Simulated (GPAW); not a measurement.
Set up this calculation in GPAW 26.7.0, as an ASE script.

- Task: relaxation of cell and atoms
- Functional: TASK
- Potentials or basis: GPAW PAW data sets (gpaw-data 1.2.1)
- Cutoff: 800 eV
- Basis: pw
- k mesh: 7 × 7 × 4
- Occupations: fermi-dirac, width 0.05 eV
- Spin: no spin polarisation
- Maxiter: 150
- Optimizer: FIRE
- Fmax: 0.01 eV/Å
- Max steps: 40
- Convergence: density=1e-06 energy=1e-06 eigenstates=1e-10

The structure of GaN lies in GaN.cif:

```cif
data_GaN
_cell_length_a 3.18000000
_cell_length_b 3.18000000
_cell_length_c 5.16600000
_cell_angle_alpha 90.00000000
_cell_angle_beta 90.00000000
_cell_angle_gamma 120.00000000
_space_group_name_H-M_alt 'P6_3mc'
_space_group_name_Hall 'P 6c -2c'
_space_group_IT_number 186
loop_
_space_group_symop_operation_xyz
'x,y,z'
'x-y,x,z+1/2'
'-y,x-y,z'
'-x,-y,z+1/2'
'-x+y,-x,z'
'y,-x+y,z+1/2'
'y,x,z+1/2'
'x,x-y,z'
'x-y,-y,z+1/2'
'-y,-x,z'
'-x,-x+y,z+1/2'
'-x+y,y,z'
loop_
_atom_site_label
_atom_site_type_symbol
_atom_site_symmetry_multiplicity
_atom_site_Wyckoff_symbol
_atom_site_fract_x
_atom_site_fract_y
_atom_site_fract_z
_atom_site_occupancy
Ga1 Ga 2 b 0.6666666667 0.3333333333 0.5000000000 1
N1 N 2 b 0.6666666667 0.3333333333 0.8750000000 1
```

These files were run (other wordings do the same):

run.py

```python
from ase.filters import FrechetCellFilter
from ase.io import read, write
from ase.optimize import FIRE
from gpaw import GPAW, PW

atoms = read('GaN.cif')

calc = GPAW(mode=PW(800),
            xc='MGGA_X_TASK+LDA_C_PW',
            kpts={'size': (7, 7, 4), 'gamma': True},
            occupations={'name': 'fermi-dirac', 'width': 0.05},
            nbands=18,
            convergence={'density': 1e-06, 'energy': 1e-06, 'eigenstates': 1e-10},
            maxiter=150,
            txt='gpaw.txt')
atoms.calc = calc
opt = FIRE(FrechetCellFilter(atoms), trajectory='relax.traj', logfile='-')
done = opt.run(fmax=0.01, steps=40)
calc.write('gs.gpw')
write('result.traj', atoms)
print('Converged:', done)
print('Cell:', atoms.cell.cellpar().round(4))
print('Volume:', round(atoms.get_volume(), 4))
print(atoms.get_scaled_positions().round(5))
```

Potentials or basis: GPAW PAW data sets (gpaw-data 1.2.1), pw.

Run with:

```console
$ OMP_NUM_THREADS=1 python run.py
```

Results of the run:

* Relaxed volume: 12.01 Å³/atom
* Relaxed cell: a = 3.244 Å, b = 3.244 Å, c = 5.271 Å, α = 90.00°, β = 90.00°, γ = 120.00°
* Space group after relaxing (to 0.05 Å): P6_3mc (No. 186)
* Energy gained by relaxing: 30.9 meV/atom
* Ionic steps: 23
* Pressure after relaxing: 0.1 GPa
* Band gap on the k mesh: 2.75 eV, direct

Caveat: the data sets keep Ga 3d, Li 1s and Be 1s frozen, and some such compounds lay over 1.5 % in volume off other programs; later steps reuse the first step's grids; the PAW data sets were made with another functional, which shifts forces and pressure a little.

It took 30 min on 1 thread of Intel(R) Xeon(R) Platinum 8488C (Sapphire Rapids) (shared host), peak memory 0.84 GiB.
